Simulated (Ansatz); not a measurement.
The cell comes from COD entry 1525500, which wasn't checked; take it as a given geometry.

Below is the log of a run of Ansatz 0.2.0.

```
In: projections on atomic orbitals take those of the free atom 1s2 2s2 2p6 3s2 3p6 3d10 4s2 4p6 4d10 5s2 5p1, of charge +0.00 (hamiltonian.pseudopotentials.projection_atoms)
Sb: projections on atomic orbitals take those of the free atom 1s2 2s2 2p6 3s2 3p6 3d10 4s2 4p6 4d10 5s2 5p3, of charge +0.00 (hamiltonian.pseudopotentials.projection_atoms)
LAPW: plane waves up to 8.474 Å⁻¹, error target 1.0e-3 eV per atom; small_component_spin mean_spin; In in spheres of 1.367 Å, 21 of its electrons in bands, Dirac shells []; Sb in spheres of 1.358 Å, 23 of its electrons in bands, Dirac shells []
Engine: ansatz 0.2.0
Pseudopotentials: kind: all_electron
Pseudopotential: In, LAPW, valence charge 21, Koelling and Harmon's equation, gaussian nucleus
Pseudopotential: Sb, LAPW, valence charge 23, Koelling and Harmon's equation, gaussian nucleus
Functional definition: PBE
  parameter kappa = 0.804
  parameter beta = 0.06672455060314922
  exchange = pbe_x(kappa = kappa, mu = beta*pi^2/3)
  correlation = pbe_c(beta = beta)
Crystal: 4 atoms, lattice volume = 93.725 Å³
Basis set: ecut = 273.5947703778156 eV, 965 PW (Γ), exchange–correlation at level 2
Bands: 53, of which v1, the nominal top of the filled ones, is band 44 counted from 1 (43 counted from 0)
Symmetry: 8 space group operations
Space group: Pmmn (ITA 59), of the structure as read, at distance tolerance 4.5e-5 Å
k-points: 96 of 396
Non-local potential: In, projectors of the file, none
Non-local potential: Sb, projectors of the file, none
Initial density: superposition of atomic densities (chi_scale 0.1, normalization cell, long waves kept (reshape's long-wave potential 0.00 eV rms))
Initial wavefunctions: plane waves of lowest kinetic energy (no species holds an atomic orbital)
Functional: x = pbe(κ = 0.804, μ = 0.2195149727645171), c = pbe(β = 0.06672455060314922)
iter 1 solved again at ethr=2.74e-4 eV; its pass at ethr=1.00e-1 eV (dr2=2.41e-1 eV) is discarded
SCF iter   1: F=—  HF=-672827.187608 eV  |F-HF|=—  |Δ(HF+E_count)|=         —  Δρ=1.50e-2  dr2=2.43e-1  ethr=2.74e-4  ⟨swp⟩=3.0  Hψ=33157  notcnv=0
preconditioner: auto → Kerker (q_TF=auto, 2.700 Å⁻¹)  [metal: Δε(μ)=0.036 eV  Ē_g=14.867 eV  σ=0.080 eV  W_gap=0.11  n_scr=38 (ndim 8)  ℏωp=23.0 eV  f_vac=0.000  D(μ)=1.50/eV (n_scr^D=8)]
SCF iter   2: F=—  HF=-672827.080487 eV  |F-HF|=—  |Δ(HF+E_count)|=   1.07e-1  Δρ=9.44e-3  dr2=9.92e-2  ethr=2.74e-4  ⟨swp⟩=2.0  Hψ=14765  notcnv=0
SCF iter   3: F=—  HF=-672827.071407 eV  |F-HF|=—  |Δ(HF+E_count)|=   9.08e-3  Δρ=5.45e-3  dr2=3.84e-2  ethr=1.13e-4  ⟨swp⟩=2.0  Hψ=14256  notcnv=0
SCF iter   4: F=—  HF=-672827.067487 eV  |F-HF|=—  |Δ(HF+E_count)|=   3.92e-3  Δρ=1.60e-3  dr2=3.89e-3  ethr=4.37e-5  ⟨swp⟩=2.0  Hψ=14325  notcnv=0
SCF iter   5: F=—  HF=-672827.067965 eV  |F-HF|=—  |Δ(HF+E_count)|=   4.78e-4  Δρ=4.55e-4  dr2=4.27e-4  ethr=4.42e-6  ⟨swp⟩=2.1  Hψ=14255  notcnv=0
SCF iter   6: F=—  HF=-672827.067599 eV  |F-HF|=—  |Δ(HF+E_count)|=   3.66e-4  Δρ=2.67e-4  dr2=7.61e-5  ethr=4.85e-7  ⟨swp⟩=2.0  Hψ=14248  notcnv=0
SCF iter   7: F=—  HF=-672827.067621 eV  |F-HF|=—  |Δ(HF+E_count)|=   2.22e-5  Δρ=8.41e-5  dr2=1.01e-5  ethr=8.65e-8  ⟨swp⟩=2.9  Hψ=14497  notcnv=0
iter 8 solved again at ethr=3.95e-10 eV; its pass at ethr=1.15e-8 eV (dr2=3.47e-7 eV) is discarded
SCF iter   8: F=—  HF=-672827.067622 eV  |F-HF|=—  |Δ(HF+E_count)|=   6.26e-7  Δρ=1.88e-5  dr2=3.46e-7  ethr=3.95e-10  ⟨swp⟩=2.0  Hψ=25211  notcnv=0
SCF iter   9: F=-672827.067622 eV  HF=-672827.067622 eV  |F-HF|=5.16e-8  |Δ(HF+E_count)|=   1.41e-7  Δρ=8.94e-6  dr2=8.03e-8  ethr=3.94e-10  ⟨swp⟩=2.0  Hψ=14248  notcnv=0
SCF 1 converged in 9 iterations: F = -672827.067622 eV  dr2 = 8.03e-8
NSCF: frozen V_eff on 65 k-points
SCF converged after 9 iterations
Free energy (F): -672827.067622 eV
Harris-Foulkes:  -672827.067622 eV  (|F-HF|=5.16e-8)
Internal energy: -672827.037688 eV  (E = F + TS)
E sigma→0 (E₀):  -672827.052655 eV
Entropy (-TS):   -0.029934 eV (-7.483 meV/atom)
Fermi energy:    16.418781 eV
--- Per-component energies (eV) ---
  E_band       = -2619.557502
  E_kinetic    = 707745.276329
  E_xc         = -18000.043643
  E_electrostatic = -1362572.270374  (all electrons and nuclei)
  E_smearing   = -0.029934  (= −TS)
  E_closure    = 0.000000  (closes the sum)
  E_atoms      = -672814.981286  (free atoms, spherical and without spin; not in F)
  Σ components = -672827.067622   (vs F -672827.067622, Δ=0.00e0)
  Basis errors (estimates in eV, not in F): energy 3.9e-4 per atom: plane waves 3.6e-4 (2.0e-4 summed), levels above the bands 9.5e-40, relativity 4.1e-8, radial functions 3.4e-5, core shells 2.7e-7; eigenvalues (radial functions only) 1.3e-6; not estimated: angular momenta, meshes, grids; target (lapw.basis_error) 1.0e-3; muffin-tin radii In 1.367 Å, Sb 1.358 Å
--- Forces (eV/Å), atoms counted from 1 ---
  atom   1  In     0.00000000     0.00000000     0.27465520
  atom   2  In     0.00000000     0.00000000    -0.27465520
  atom   3  Sb     0.00000000     0.00000000    -0.75854757
  atom   4  Sb     0.00000000     0.00000000     0.75854757
  max |Σ_I F_I| component: 0.00e0 eV/Å
--- Stress (GPa, compression-positive) ---
       30.023151       0.000000       0.000000
        0.000000      14.659022       0.000000
        0.000000       0.000000       8.918919
  P = ⅓ Tr σ = 17.8670 GPa (178.670 kbar)
--- Band table (eV; the first three rows and the last of 96) ---
  k-point 0: bands = ["-127.9244", "-127.9244", "-99.3588", "-99.3588", "-80.9210", "-80.9210", "-80.8969", "-80.8969", "-80.8772", "-80.8771", "-57.8506", "-57.8504", "-57.8436", "-57.8436", "-57.8341", "-57.8338", "-12.8569", "-12.8551", "-12.7516", "-12.7467", "-12.7265", "-12.7222", "-12.7209", "-12.7081", "-12.6947", "-12.6933", "1.0891", "1.1113", "1.2428", "1.4463", "1.4723", "1.6005", "1.6397", "1.6570", "1.6817", "1.7019", "3.6833", "6.7475", "10.5470", "10.5990", "10.6382", "13.4489", "13.7815", "14.1903", "19.4765", "20.7087", "20.7424", "22.7259", "23.8625", "25.1125", "25.6832", "26.0836", "26.6480"]
  k-point 1: bands = ["-127.9244", "-127.9244", "-99.3587", "-99.3587", "-80.9212", "-80.9212", "-80.8969", "-80.8969", "-80.8772", "-80.8771", "-57.8506", "-57.8503", "-57.8447", "-57.8447", "-57.8340", "-57.8337", "-12.8431", "-12.8413", "-12.7502", "-12.7456", "-12.7269", "-12.7259", "-12.7257", "-12.7078", "-12.6993", "-12.6980", "1.1039", "1.1494", "1.2866", "1.4497", "1.4767", "1.6024", "1.6168", "1.6367", "1.6595", "1.6825", "3.8215", "6.8568", "10.6862", "10.7258", "10.7776", "13.5793", "13.8950", "14.3170", "18.4952", "19.5824", "20.4315", "22.7935", "24.6656", "24.7885", "24.8474", "25.5991", "26.2254"]
  k-point 2: bands = ["-127.9243", "-127.9243", "-99.3586", "-99.3586", "-80.9220", "-80.9220", "-80.8969", "-80.8968", "-80.8771", "-80.8771", "-57.8504", "-57.8501", "-57.8476", "-57.8475", "-57.8338", "-57.8335", "-12.8075", "-12.8058", "-12.7448", "-12.7413", "-12.7396", "-12.7385", "-12.7241", "-12.7118", "-12.7106", "-12.7071", "1.1418", "1.2494", "1.4072", "1.4587", "1.4899", "1.5567", "1.5828", "1.6008", "1.6075", "1.6310", "4.2344", "7.1842", "11.0899", "11.1128", "11.1808", "13.9499", "14.2325", "14.6761", "16.0545", "18.2613", "19.9014", "22.3365", "22.4805", "23.1989", "24.1773", "24.7290", "26.0996"]
  k-point 95: bands = ["-127.9242", "-127.9242", "-99.3581", "-99.3581", "-80.9245", "-80.9245", "-80.8967", "-80.8967", "-80.8769", "-80.8769", "-57.8569", "-57.8569", "-57.8496", "-57.8496", "-57.8330", "-57.8330", "-12.7810", "-12.7810", "-12.7517", "-12.7517", "-12.7478", "-12.7478", "-12.7111", "-12.7111", "-12.6637", "-12.6637", "1.3591", "1.3591", "1.4011", "1.4011", "1.4627", "1.4627", "1.5235", "1.5235", "1.7618", "1.7618", "7.7862", "7.7862", "10.9237", "10.9237", "12.0243", "12.0243", "13.6504", "13.6504", "18.9447", "18.9447", "20.4913", "20.4913", "21.4218", "21.4218", "21.6537", "21.6537", "23.6472"]
--- Löwdin populations: 4 sites ---
  site symbol       q [e]
     0     In     49.1518
     1     In     49.1518
     2     Sb     50.7982
     3     Sb     50.7982
  spilling = 0.000500 (of n_electrons = 200.000000)
```

The cell and starting positions:

```
CELL_PARAMETERS angstrom
5.35700 0.00000 0.00000
0.00000 5.71200 0.00000
0.00000 0.00000 3.06300
ATOMIC_POSITIONS crystal
In 0.00000 0.00000 0.00000
In 0.50000 0.50000 0.00000
Sb 0.50000 0.00000 0.83500
Sb 0.00000 0.50000 0.16500
```

Parts of the input that the log doesn't repeat:

```yaml
  band_path:
    path:
      - [0.0, 0.0, 0.0]
      - [0.5, 0.0, 0.0]
      - [0.5, 0.5, 0.0]
      - [0.0, 0.5, 0.0]
      - [0.0, 0.0, 0.0]
      - [0.0, 0.0, 0.5]
      - [0.5, 0.0, 0.5]
      - [0.5, 0.5, 0.5]
      - [0.0, 0.5, 0.5]
    npoints: 8
output:
  forces: true
  stress: true
  eigenvalues: true
  populations: true
  dos: { projected: true, de: 0.2, e_range: [-14, 8] }
```

Q: Write the input that produced this log.

A: 
```yaml
crystal:
  lattice:
    - [5.357, 0.0, 0.0]
    - [0.0, 5.712, 0.0]
    - [0.0, 0.0, 3.063]
  atoms:
    - { symbol: In, position: [0.0, 0.0, 0.0] }
    - { symbol: In, position: [0.5, 0.5, 0.0] }
    - { symbol: Sb, position: [0.5, 0.0, 0.835] }
    - { symbol: Sb, position: [0.0, 0.5, 0.165] }
kpoints:
  mp_grid: { grid: [6, 6, 11] }
  band_path:
    path:
      - [0.0, 0.0, 0.0]
      - [0.5, 0.0, 0.0]
      - [0.5, 0.5, 0.0]
      - [0.0, 0.5, 0.0]
      - [0.0, 0.0, 0.0]
      - [0.0, 0.0, 0.5]
      - [0.5, 0.0, 0.5]
      - [0.5, 0.5, 0.5]
      - [0.0, 0.5, 0.5]
    npoints: 8
scf:
  occupations: { method: fermi_dirac, width: 0.08 }
hamiltonian:
  xc: pbe
  pseudopotentials: { kind: all_electron, lapw: { basis_error: 0.001 } }
output:
  forces: true
  stress: true
  eigenvalues: true
  populations: true
  dos: { projected: true, de: 0.2, e_range: [-14, 8] }
```
This is the input that was run; digits and keys that the log doesn't show could differ in an equivalent one.
